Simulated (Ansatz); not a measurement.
Relaxed bulk InSe:

```xyz
8
Lattice="4.0059 0.0000 0.0000 -2.0029 3.4692 0.0000 0.0000 0.0000 17.0022" Properties=species:S:1:pos:R:3 pbc="T T T"
In    0.0000    2.3128    2.8622
In    2.0029    1.1564   11.3633
In    0.0000    2.3128    5.6388
In    2.0029    1.1564   14.1399
Se    0.0000    2.3128   10.0845
Se    2.0029    1.1564    1.5834
Se    0.0000    2.3128   15.4188
Se    2.0029    1.1564    6.9177
```

Miller indices refer to the conventional cell of P6_3/mmc (No. 194), a = 4.006 Å, b = 4.006 Å, c = 17.002 Å, α = 90.00°, β = 90.00°, γ = 120.00°. The bulk's gap is 0.43 eV.

The (001) slab of 12 planes, 22.3 Å thick with 15 Å of vacuum as cut; outer planes Se (top) and Se (bottom).

The calculation used Ansatz 0.2.0, DFT PBEsol, scalar-relativistic, plane waves, PAW. Cutoff 420 eV; k points 9×9×1 on the computed 12-atom cell (Γ-centred); Gaussian smearing, width 0.05 eV; no spin polarisation. A dipole correction removes the field between periodic images along c.

The surface energy is small: either the cut is weakly bound (this functional has no dispersion correction), or the bulk reference is not the lowest structure.

Results for the relaxed slab:

| Property | Result |
| --- | --- |
| Surface energy (mean of both faces) | 0.03 J/m² |
| Gap of the slab on the mesh | 0.88 eV |

Relaxation lowers the energy by 0.000 J/m² a face; the largest move is 0.000 Å.

| plane (bottom to top) | atoms | spacing to next, bulk (Å) | relaxed (Å) | change (%) |
| --- | --- | --- | --- | --- |
| 1 | Se | 1.279 | 1.279 | 0.0 |
| 2 | In | 2.777 | 2.777 | 0.0 |
| 3 | In | 1.279 | 1.279 | 0.0 |
| 4 | Se | 3.167 | 3.167 | 0.0 |
| 5 | Se | 1.279 | 1.279 | 0.0 |
| 6 | In | 2.777 | 2.777 | 0.0 |
| 7 | In | 1.279 | 1.279 | 0.0 |
| 8 | Se | 3.167 | 3.167 | 0.0 |
| 9 | Se | 1.279 | 1.279 | 0.0 |
| 10 | In | 2.777 | 2.777 | 0.0 |
| 11 | In | 1.279 | 1.279 | 0.0 |
| 12 | Se |  |  |  |

An odd mesh misses points on the zone edge, so a gap read on it can be too wide. Gaps are read on the k points sampled, so a band crossing between them can be missed.